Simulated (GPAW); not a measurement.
## MnS (Rambergite): parallel, opposed and spinless runs

Aim: find out whether MnS (Rambergite) carries moments, and which collinear order costs least.

Program: GPAW 26.7.0. Level of theory: PBE with U = 4 eV on Mn d; plane waves with GPAW's PAW setups, scalar-relativistic. Results are calculated unless marked as measured.

This is a report of a sequence of runs, with most program output left out.

The database entry behind the starting cell differs from later determinations by our own check (about 0.3 % short against later determinations), so it need not match the best structure at ambient conditions.

**1. Set-up**

The structure is hexagonal, space group P6_3mc (No. 186). The conventional cell has a = 3.976 Å, b = 3.976 Å, c = 6.432 Å, α = 90.00°, β = 90.00°, γ = 120.00°. Mn has 4 S at 2.41 to 2.48 Å nearest. Nearest to S lie 4 Mn at 2.41 to 2.48 Å. Farther neighbours and most contacts between anions are not listed.

**2. Run 1 (ferro ++)**

Parallel moments need no larger cell; this start tests for a ferromagnetic state only. A Hubbard U of customary size acts on the open shell; it was not fitted to this crystal.

order1.py

```python
import json
import numpy as np
from ase import Atoms
from ase.parallel import paropen, parprint
from gpaw import GPAW

atoms = Atoms(['Mn', 'Mn', 'S', 'S'],
    cell=[[3.976, 0.0, 0.0],
         [-1.988, 3.44331701, 0.0],
         [0.0, 0.0, 6.432]],
    scaled_positions=[[0.33333333, 0.66666667, 0.0],
         [0.66666667, 0.33333333, 0.5],
         [0.33333333, 0.66666667, 0.385],
         [0.66666667, 0.33333333, 0.885]],
    pbc=True,
    magmoms=[4.5, 4.5, 0.0, 0.0])
atoms.calc = GPAW(mode={'name': 'pw', 'ecut': 550},
    xc='PBE',
    kpts={'size': (8, 8, 4), 'gamma': True},
    occupations={'name': 'fermi-dirac', 'width': 0.05},
    convergence={'density': 1e-05, 'energy': 1e-05},
    maxiter=200,
    setups={'Mn': ':d,4.0'},
    symmetry={'tolerance': 1e-4},
    txt='order1.txt')
e = atoms.get_potential_energy(force_consistent=True)
res = {'free_energy': e, 'energy_sigma0': atoms.get_potential_energy(), 'fermi_energy': atoms.calc.get_fermi_level()}
res['moments'] = atoms.get_magnetic_moments().tolist()
res['total'] = atoms.get_magnetic_moment()
parprint('site moments (muB):', np.round(res['moments'], 3))
parprint(f"total moment: {res['total']:.3f} muB")
parprint(f'free energy: {e:.6f} eV')
atoms.calc.write('order1.gpw')
with paropen('results.json', 'w') as f:
    json.dump(res, f)
```

Launch:

```console
$ OMP_NUM_THREADS=1 mpirun -n 4 gpaw python order1.py > order1.log
```

It took 29 s on 4 MPI ranks of Arm Neoverse V2, shared host; peak memory 0.93 GiB.

Spin moment in the augmentation sphere by atom:

| atom | spin moment in the augmentation sphere (μB) |
| --- | --- |
| Mn1 | 4.49 |
| Mn2 | 4.49 |
| S3 | 0.03 |
| S4 | 0.03 |

Numbers from this step:

- magnetization: 10.000 μB
- final state: ferromagnetic

After 11 cycles the largest moment stands at 4.49 μB.

**3. Order 2, typed as antiferro +-**

An opposed order shows whether the pairs that it reverses prefer unlike signs.

order2.py is the script of step 2 with these lines changed:

```diff
@@ -15,3 +15,3 @@
     pbc=True,
-    magmoms=[4.5, 4.5, 0.0, 0.0])
+    magmoms=[4.5, -4.5, 0.0, 0.0])
 atoms.calc = GPAW(mode={'name': 'pw', 'ecut': 550},
@@ -24,3 +24,3 @@
     symmetry={'tolerance': 1e-4},
-    txt='order1.txt')
+    txt='order2.txt')
 e = atoms.get_potential_energy(force_consistent=True)
@@ -32,3 +32,3 @@
 parprint(f'free energy: {e:.6f} eV')
-atoms.calc.write('order1.gpw')
+atoms.calc.write('order2.gpw')
 with paropen('results.json', 'w') as f:
```

Launch:

```console
$ OMP_NUM_THREADS=1 mpirun -n 4 gpaw python order2.py > order2.log
```

Wall time 25 s (4 MPI ranks); peak memory 0.91 GiB; 1.7 min of CPU time.

Spin moment in the augmentation sphere by atom:

| atom | spin moment in the augmentation sphere (μB) |
| --- | --- |
| Mn1 | 4.44 |
| Mn2 | -4.44 |
| S3 | -0.01 |
| S4 | 0.01 |

Read from the output:

```
magnetization : 0 μB
final state   : antiferromagnetic
```

It lies 57.5 meV a seeded atom under the first start, and its largest moment is 4.44 μB against 4.49 μB.

**4. Order 3, typed as antiferro q=(0,1/2,0) +--+**

Reversing part of the moments tests the sign of the couplings between them.

This order needs a doubled cell of 8 atoms. Its mesh is chosen so that both cells sample the same points.

order3.py

```python
import json
import numpy as np
from ase import Atoms
from ase.parallel import paropen, parprint
from gpaw import GPAW

atoms = Atoms(['Mn', 'Mn', 'Mn', 'Mn', 'S', 'S', 'S', 'S'],
    cell=[[3.976, 0.0, 0.0],
         [-3.976, 6.88663401, 0.0],
         [0.0, 0.0, 6.432]],
    scaled_positions=[[0.33333333, 0.33333333, 0.0],
         [0.33333333, 0.83333333, 0.0],
         [0.66666667, 0.16666667, 0.5],
         [0.66666667, 0.66666667, 0.5],
         [0.33333333, 0.33333333, 0.385],
         [0.33333333, 0.83333333, 0.385],
         [0.66666667, 0.16666667, 0.885],
         [0.66666667, 0.66666667, 0.885]],
    pbc=True,
    magmoms=[4.5, -4.5, -4.5, 4.5, 0.0, 0.0, 0.0, 0.0])
atoms.calc = GPAW(mode={'name': 'pw', 'ecut': 550},
    xc='PBE',
    kpts={'size': (8, 4, 4), 'gamma': True},
    occupations={'name': 'fermi-dirac', 'width': 0.05},
    convergence={'density': 1e-05, 'energy': 1e-05},
    maxiter=200,
    setups={'Mn': ':d,4.0'},
    symmetry={'tolerance': 1e-4},
    txt='order3.txt')
e = atoms.get_potential_energy(force_consistent=True)
res = {'free_energy': e, 'energy_sigma0': atoms.get_potential_energy(), 'fermi_energy': atoms.calc.get_fermi_level()}
res['moments'] = atoms.get_magnetic_moments().tolist()
res['total'] = atoms.get_magnetic_moment()
parprint('site moments (muB):', np.round(res['moments'], 3))
parprint(f"total moment: {res['total']:.3f} muB")
parprint(f'free energy: {e:.6f} eV')
atoms.calc.write('order3.gpw')
with paropen('results.json', 'w') as f:
    json.dump(res, f)
```

Launch:

```console
$ OMP_NUM_THREADS=1 mpirun -n 4 gpaw python order3.py > order3.log
```

It took 3.1 min on 4 MPI ranks; peak memory 1.7 GiB.

Spin moment in the augmentation sphere by atom:

| atom | spin moment in the augmentation sphere (μB) |
| --- | --- |
| Mn1 | 4.41 |
| Mn2 | -4.41 |
| Mn3 | -4.41 |
| Mn4 | 4.41 |
| S5 | 0.00 |
| S6 | 0.00 |
| S7 | 0.00 |
| S8 | 0.00 |

Numbers from this step:

- magnetization: 0 μB
- final state: antiferromagnetic

It lies 92.5 meV a seeded atom under the first start, and its largest moment is 4.41 μB against 4.49 μB.

**5. Start 4: antiferro q=(0,1/2,0) +-+-**

Another pattern of signs weighs the neighbour shells otherwise.

The cell is doubled to 8 atoms to hold this order. Its mesh is chosen so that both cells sample the same points.

order4.py is the script of step 4 with these lines changed:

```diff
@@ -19,3 +19,3 @@
     pbc=True,
-    magmoms=[4.5, -4.5, -4.5, 4.5, 0.0, 0.0, 0.0, 0.0])
+    magmoms=[4.5, -4.5, 4.5, -4.5, 0.0, 0.0, 0.0, 0.0])
 atoms.calc = GPAW(mode={'name': 'pw', 'ecut': 550},
@@ -28,3 +28,3 @@
     symmetry={'tolerance': 1e-4},
-    txt='order3.txt')
+    txt='order4.txt')
 e = atoms.get_potential_energy(force_consistent=True)
@@ -36,3 +36,3 @@
 parprint(f'free energy: {e:.6f} eV')
-atoms.calc.write('order3.gpw')
+atoms.calc.write('order4.gpw')
 with paropen('results.json', 'w') as f:
```

Launch:

```console
$ OMP_NUM_THREADS=1 mpirun -n 4 gpaw python order4.py > order4.log
```

Run time: 3.1 min. Hardware: 4 MPI ranks; peak memory 1.7 GiB.

Read from the output:

```yaml
magnetization: 0 μB
final_state: antiferromagnetic
largest_moment: 4.430 μB
```

It lies 73.6 meV a seeded atom under the first start, and its largest moment is 4.43 μB against 4.49 μB.

**6. Start 5: antiferro q=(0,0,1/2) +-+-**

This order needs a doubled cell of 8 atoms. Its mesh is chosen so that both cells sample the same points.

order5.py

```python
import json
import numpy as np
from ase import Atoms
from ase.parallel import paropen, parprint
from gpaw import GPAW

atoms = Atoms(['Mn', 'Mn', 'Mn', 'Mn', 'S', 'S', 'S', 'S'],
    cell=[[3.976, 0.0, 0.0],
         [-1.988, 3.44331701, 0.0],
         [0.0, 0.0, 12.864]],
    scaled_positions=[[0.33333333, 0.66666667, 0.0],
         [0.33333333, 0.66666667, 0.5],
         [0.66666667, 0.33333333, 0.25],
         [0.66666667, 0.33333333, 0.75],
         [0.33333333, 0.66666667, 0.1925],
         [0.33333333, 0.66666667, 0.6925],
         [0.66666667, 0.33333333, 0.4425],
         [0.66666667, 0.33333333, 0.9425]],
    pbc=True,
    magmoms=[4.5, -4.5, 4.5, -4.5, 0.0, 0.0, 0.0, 0.0])
atoms.calc = GPAW(mode={'name': 'pw', 'ecut': 550},
    xc='PBE',
    kpts={'size': (8, 8, 2), 'gamma': True},
    occupations={'name': 'fermi-dirac', 'width': 0.05},
    convergence={'density': 1e-05, 'energy': 1e-05},
    maxiter=200,
    setups={'Mn': ':d,4.0'},
    symmetry={'tolerance': 1e-4},
    txt='order5.txt')
e = atoms.get_potential_energy(force_consistent=True)
res = {'free_energy': e, 'energy_sigma0': atoms.get_potential_energy(), 'fermi_energy': atoms.calc.get_fermi_level()}
res['moments'] = atoms.get_magnetic_moments().tolist()
res['total'] = atoms.get_magnetic_moment()
parprint('site moments (muB):', np.round(res['moments'], 3))
parprint(f"total moment: {res['total']:.3f} muB")
parprint(f'free energy: {e:.6f} eV')
atoms.calc.write('order5.gpw')
with paropen('results.json', 'w') as f:
    json.dump(res, f)
```

Launch:

```console
$ OMP_NUM_THREADS=1 mpirun -n 4 gpaw python order5.py > order5.log
```

Wall time 60 s (4 MPI ranks); peak memory 1.2 GiB; 4 min of CPU time.

Read from the output:

```yaml
magnetization: 0 μB
final_state: antiferromagnetic
largest_moment: 4.463 μB
```

It lies 32.5 meV a seeded atom under the first start, and its largest moment is 4.46 μB against 4.49 μB.

**7. Start 6: no spin polarisation**

A run without seeds gives the energy of the state without moments.

nospin.py

```python
import json
import numpy as np
from ase import Atoms
from ase.parallel import paropen, parprint
from gpaw import GPAW

atoms = Atoms(['Mn', 'Mn', 'S', 'S'],
    cell=[[3.976, 0.0, 0.0],
         [-1.988, 3.44331701, 0.0],
         [0.0, 0.0, 6.432]],
    scaled_positions=[[0.33333333, 0.66666667, 0.0],
         [0.66666667, 0.33333333, 0.5],
         [0.33333333, 0.66666667, 0.385],
         [0.66666667, 0.33333333, 0.885]],
    pbc=True)
atoms.calc = GPAW(mode={'name': 'pw', 'ecut': 550},
    xc='PBE',
    kpts={'size': (8, 8, 4), 'gamma': True},
    occupations={'name': 'fermi-dirac', 'width': 0.05},
    convergence={'density': 1e-05, 'energy': 1e-05},
    maxiter=200,
    setups={'Mn': ':d,4.0'},
    symmetry={'tolerance': 1e-4},
    txt='nospin.txt')
e = atoms.get_potential_energy(force_consistent=True)
res = {'free_energy': e, 'energy_sigma0': atoms.get_potential_energy(), 'fermi_energy': atoms.calc.get_fermi_level()}
parprint(f'free energy: {e:.6f} eV')
atoms.calc.write('nospin.gpw')
with paropen('results.json', 'w') as f:
    json.dump(res, f)
```

Launch:

```console
$ OMP_NUM_THREADS=1 mpirun -n 4 gpaw python nospin.py > nospin.log
```

Elapsed: 20 s, on 4 MPI ranks; peak memory 0.81 GiB.

This step gave:

```
final state : non-magnetic (no spin polarisation)
```

It lies 4440 meV a seeded atom over the first start.

**8. Energies of the orders**

These are free energies at a smearing of 0.05 eV, so its entropy term is in the differences. They are divided by the number of seeded atoms, so that cells of unlike size compare. Wavevectors q in the names are fractions of the reciprocal vectors of the first run's cell.

Orders:

| start | final state | typed order kept | energy over the lowest (meV a seeded atom) | largest site moment (μB) | net moment (μB a primitive cell) | mesh matched | CPU time (s) |
| --- | --- | --- | --- | --- | --- | --- | --- |
| ferro ++ | ferromagnetic | yes | 92.52 | 4.491 | 10 | yes | 116 |
| antiferro +- | antiferromagnetic | yes | 35 | 4.441 | 0 | yes | 100.8 |
| antiferro q=(0,1/2,0) +--+ | antiferromagnetic | yes | 0 | 4.414 | 0 | yes | 740.7 |
| antiferro q=(0,1/2,0) +-+- | antiferromagnetic | yes | 18.89 | 4.43 | 0 | yes | 745.1 |
| antiferro q=(0,0,1/2) +-+- | antiferromagnetic | yes | 60.06 | 4.463 | 0 | yes | 238.8 |
| no spin polarisation | non-magnetic | - | 4533 | 0 | 0 | yes | 80.72 |

**9. Outcome**

| Quantity | Value |
| --- | --- |
| lowest state found | antiferromagnetic (typed antiferro q=(0,1/2,0) +--+) |
| largest site moment | 4.41 μB |
| next state | antiferromagnetic, 18.9 meV a seeded atom higher |
| run without spin seeds, over the lowest | 4533 meV a seeded atom |

The lowest state found is antiferromagnetic, reached from the start antiferro q=(0,1/2,0) +--+, with moments up to 4.41 μB. The next state costs 19 meV a seeded atom. Under a U a spinless open shell is left with part-filled orbitals, which the U penalises, so its energy is no clean measure of what the moments gain. This is the lowest of 6 finished starts, no proof of the ground state.

[Logs and program files are shortened in this print: banners, set-up blocks, solver, clock and traceback lines can be left out without a mark of their own.]

[Logs are printed without paths, hosts, clocks, repeated set-up lines and the standing remarks that a program may print on its own settings, such as how far it seeks lower states.]

[Hosts, paths, dates, database ids (printed as entryN), source tags and the programs' standing remarks are cut or masked in the printed files.]

[Where a cell is said to come from a database of computed structures, the database is the Materials Project.]
